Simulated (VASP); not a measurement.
**CdTe in VASP 6.6.1, relaxation**

INCAR

```
ISIF = 3
LREAL = .FALSE.
GGA = PS
IBRION = 2
EDIFF = 1E-7
SIGMA = 0.02
ENCUT = 220
NELM = 62
LWAVE = .FALSE.
NBANDS = 16
PREC = Normal
LCHARG = .FALSE.
NSW = 30
EDIFFG = -5E-3
LASPH = .TRUE.
ISMEAR = -1
```

KPOINTS

```
KPOINTS created by Atomic Simulation Environment
0
Gamma
6 6 6
0 0 0
```

POSCAR

```
Cd Te
 1.0000000000000000
     0.0000000000000000    3.0655637050651565    3.0655637050651565
     3.0655637050651565    0.0000000000000000    3.0655637050651565
     3.0655637050651565    3.0655637050651565    0.0000000000000000
 Cd  Te
   1   1
Cartesian
  0.0000000000000000  0.0000000000000000  0.0000000000000000
  3.0655637050651565  3.0655637050651565  3.0655637050651565
```

The recommended PBE PAW datasets give the neutral cell 18 valence electrons.

Command

```
mpirun -np 1 vasp_std
```

OSZICAR

```
N       E                     dE             d eps       ncg     rms          rms(c)
DAV:   1     0.388866123576E+02    0.38887E+02   -0.55648E+03   592   0.490E+02
DAV:   2    -0.461832620226E+01   -0.43505E+02   -0.42377E+02   664   0.138E+02
DAV:   3    -0.539680805356E+01   -0.77848E+00   -0.77592E+00   584   0.177E+01
DAV:   4    -0.540277505606E+01   -0.59670E-02   -0.59669E-02   680   0.137E+00
DAV:   5    -0.540288007072E+01   -0.10501E-03   -0.10501E-03   592   0.147E-01    0.517E+00
DAV:   6    -0.503829419330E+01    0.36459E+00   -0.77648E-01   552   0.953E+00    0.345E+00
DAV:   7    -0.503362014004E+01    0.46741E-02   -0.10302E-01   568   0.221E+00    0.125E+00
DAV:   8    -0.503387307115E+01   -0.25293E-03   -0.98408E-03   544   0.929E-01    0.506E-01
DAV:   9    -0.503378578480E+01    0.87286E-04   -0.15690E-03   568   0.393E-01    0.389E-02
DAV:  10    -0.503377884813E+01    0.69367E-05   -0.12755E-04   664   0.124E-01    0.241E-02
...
   6 F= -.55953842E+01 E0= -.55941155E+01  d E =0.498183E-04
       N       E                     dE             d eps       ncg     rms          rms(c)
DAV:   1    -0.559607519724E+01   -0.69106E-03   -0.11384E-02   616   0.113E+00    0.156E-01
DAV:   2    -0.559553955395E+01    0.53564E-03   -0.10219E-03   560   0.401E-01    0.620E-02
DAV:   3    -0.559547320531E+01    0.66349E-04   -0.13019E-04   600   0.116E-01    0.465E-02
DAV:   4    -0.559547104975E+01    0.21556E-05   -0.72100E-06   520   0.194E-02    0.112E-02
DAV:   5    -0.559547166907E+01   -0.61932E-06   -0.89267E-07   520   0.124E-02    0.389E-03
DAV:   6    -0.559547183281E+01   -0.16374E-06   -0.27702E-07   464   0.567E-03    0.153E-03
DAV:   7    -0.559547176025E+01    0.72563E-07   -0.14869E-08   256   0.143E-03
   7 F= -.55954718E+01 E0= -.55941919E+01  d E =-.377391E-04
```

It converged. Results: relaxed cell vector lengths 4.117, 4.117, 4.117 Å; relaxed cell volume 49.33 Å³.

```json
{"ionic step": "1", "ΔE (meV/atom)": "0.0", "volume (Å³)": "57.62", "largest force (eV/Å)": "0.000", "pressure (GPa)": "-21.17", "electronic steps": "13"}
{"ionic step": "2", "ΔE (meV/atom)": "2043.2", "volume (Å³)": "31.35", "largest force (eV/Å)": "0.000", "pressure (GPa)": "117.73", "electronic steps": "14"}
{"ionic step": "3", "ΔE (meV/atom)": "-280.0", "volume (Å³)": "49.77", "largest force (eV/Å)": "0.000", "pressure (GPa)": "-1.25", "electronic steps": "13"}
{"ionic step": "4", "ΔE (meV/atom)": "-280.8", "volume (Å³)": "49.42", "largest force (eV/Å)": "0.000", "pressure (GPa)": "-0.26", "electronic steps": "9"}
{"ionic step": "5", "ΔE (meV/atom)": "-280.8", "volume (Å³)": "49.26", "largest force (eV/Å)": "0.000", "pressure (GPa)": "0.18", "electronic steps": "9"}
{"ionic step": "6", "ΔE (meV/atom)": "-280.8", "volume (Å³)": "49.43", "largest force (eV/Å)": "0.000", "pressure (GPa)": "-0.29", "electronic steps": "7"}
{"ionic step": "7", "ΔE (meV/atom)": "-280.8", "volume (Å³)": "49.33", "largest force (eV/Å)": "0.000", "pressure (GPa)": "-0.01", "electronic steps": "7"}
```

Why shouldn't this run be trusted?

Cell relaxed at a low cutoff. On sound settings the PBEsol relaxation ends at 54.25 Å³.
